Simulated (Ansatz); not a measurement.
H: what symmetry allows forces and stress to be

```xyz
2
Lattice="-1.6915 1.6915 2.0585 1.6915 -1.6915 2.0585 1.6915 1.6915 -2.0585" Properties=species:S:1:pos:R:3 pbc="T T T"
H     0.0000    0.0000    3.7459
H     0.2250    0.0000    0.3711
```

Level of theory: DFT PBEsol, scalar-relativistic, plane waves, PAW in Ansatz.

Cutoff 420 eV; k points 10×10×10 on the computed 2-atom cell (Γ-centred); Gaussian smearing, width 0.02 eV; no spin polarisation.

This distorted cell has space group C2/m, with 4 operations.

Task: Without a calculation: in which directions can each atom feel a force?

Result: A force must be left unchanged by every operation that keeps its atom in place, so it lies in the space that those operations leave fixed. Atoms that the group maps onto each other feel forces of one size.
| atom | site symmetry | operations at the site | equivalent to atom | allowed force (Cartesian) |
| --- | --- | --- | --- | --- |
| H1 | m | 2 | 1 | in the plane normal to (0.00, 1.00, 0.00) |
| H2 | m | 2 | 1 | in the plane normal to (0.00, 1.00, 0.00) |

That leaves 2 independent force components of 6. A relaxation in this cell that keeps the symmetry moves the atoms in these directions alone.

Task: And the stress tensor?

Result: It must be invariant under the point group, which leaves 4 independent components: yz, xy vanish.

Task: Do the computed values obey this?

Result: Yes. Forces (eV/Å):
```
H1   0.157  0.000  0.483
H2  -0.157  0.000 -0.483
```

Stress (GPa, compression positive, xx yy zz yz xz xy): -0.16 0.14 -2.27 0.00 -0.81 0.00. The program imposes the same operations on density, forces and stress, so this confirms the analysis and is no independent test of the calculation.

The cell holds molecules, and where no dispersion correction was added their binding is poorly described.